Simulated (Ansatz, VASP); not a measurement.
## As in VASP and in Ansatz

```
As
1.0
     2.53154    0.00000    0.00000
     0.00000    2.53154    0.00000
     0.00000    0.00000    2.53154
As
1
Cartesian
  0.0000 0.0000 0.0000
```

Alike in both runs: task single point; functional LDA; k mesh 15 × 15 × 15; occupations fermi-dirac, width 0.08 eV; no spin polarisation.

```csv
,VASP,Ansatz
version,VASP 6.6.1,Ansatz 0.2.0
potentials or method,"VASP PAW LDA potentials, release 64 (As)","PAW with other files of Ansatz's library (level accurate), scalar-relativistic"
plane-wave cutoff (eV),520,580
valence electrons in the cell,5,15
```

VASP gave:

- pressure (GPa): 23.0

Problem. What did Ansatz give for the same quantities?

Solution. Pressure (GPa): 21.9.

The two sets of potentials don't hold the same shells in valence. Ansatz warned: «written_density_without_core_change».

Caveats: so large a pressure means that the cell lies far from this level's equilibrium, or that cutoff or potentials fall short (VASP).
